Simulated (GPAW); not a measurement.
Runs of GPAW 26.7.0 on GaN. The structure is hexagonal, space group P6_3mc (No. 186). The conventional cell has a = 3.180 Å, b = 3.180 Å, c = 5.166 Å, α = 90.00°, β = 90.00°, γ = 120.00°. Ga (site symmetry 3m) has 4 N at 1.94 to 1.95 Å as nearest neighbours. N (site symmetry 3m) has 4 Ga at 1.94 to 1.95 Å as nearest neighbours. 

| task | level | potentials or basis | spin | cell | k mesh | cutoff (eV) | smearing | maxiter | eps inf used | exx fraction | optimizer | fmax | mesh quality | gap on the mesh (eV) | pressure (GPa) | largest force (eV/Å) |
| --- | --- | --- | --- | --- | --- | --- | --- | --- | --- | --- | --- | --- | --- | --- | --- | --- |
| hybrid scf | r2SCAN-EpsX | GPAW PAW data sets (gpaw-data 1.2.1), pw | off | as given | 4 × 4 × 2 | 550 | fermi-dirac 0.001 eV | 40 | 5.427 | 0.184 | - | - | coarse | (c) | - | - |
| hybrid scf | r2SCAN0 | GPAW PAW data sets (gpaw-data 1.2.1), pw | off | as given | 4 × 4 × 2 | 550 | fermi-dirac 0.001 eV | 40 | - | 0.25 | - | - | coarse | 4.33 | - | - |
| relaxation of cell and atoms | revPBE+D3(BJ) | the program's PAW data sets (release 1.2.1) made for this functional, pw | off | relaxed | 7 × 7 × 4 | 800 | fermi-dirac 0.05 eV | 150 | - | - | BFGS | 0.02 eV/Å | not flagged | 1.77 | -0.1 | - |
| band structure | M06-L | GPAW PAW data sets (gpaw-data 1.2.1), pw | SOC, no magnetisation | as given | 7 × 7 × 4 | 800 | fermi-dirac 0.05 eV | 150 | - | - | - | - | not flagged | (b) | (a) | 0.19 |
| band structure | PBEint | PAW data sets generated in the run's folder for this functional, pw | SOC, no magnetisation | as given | 7 × 7 × 4 | 800 | fermi-dirac 0.05 eV | 150 | - | - | - | - | not flagged | 2.03 | 11.6 | 0.18 |
| band structure | LDA | JTH PAW 2.0, LDA, pw | off | as given | 7 × 7 × 4 | 800 | fermi-dirac 0.05 eV | 150 | - | - | - | - | not flagged | 1.97 | -4.4 | 0.12 |
| band structure | GLLB-SC | the program's PAW data sets (release 1.2.1) made for this functional, pw | off | as given | 7 × 7 × 4 | 800 | fermi-dirac 0.05 eV | 150 | - | - | - | - | not flagged | 3.31 | - | - |
| band structure | OLYP | PAW data sets generated in the run's folder for this functional, pw | SOC, no magnetisation | as given | 7 × 7 × 4 | 800 | fermi-dirac 0.05 eV | 150 | - | - | - | - | not flagged | 2.25 | 15.9 | 0.19 |

Q: Fill in the values left out.

A: (a) 16.6; (b) 2.14; (c) 3.83.

Caveats: some runs use coarse meshes; spin-orbit coupling was added after a scalar SCF, so levels and gaps hold it while energy, forces, pressure and moments don't (some runs); this program's spin-orbit splittings come out too wide for heavy elements (some runs); exact exchange converges slowly with the k mesh, and this mesh is small (some runs); the scaled meta-GGA exchange is a class typed in the script (some runs); the PAW data sets were made with another functional, which shifts forces and pressure a little (some runs); so large a pressure means that the cell lies far from this level's equilibrium, or that cutoff or potentials fall short (some runs).

A k mesh can miss the band edges, and rows without SOC leave out spin-orbit coupling on Ga.

The runs don't all hold the same shells in valence.

Runs at the PBE level aren't shown here.
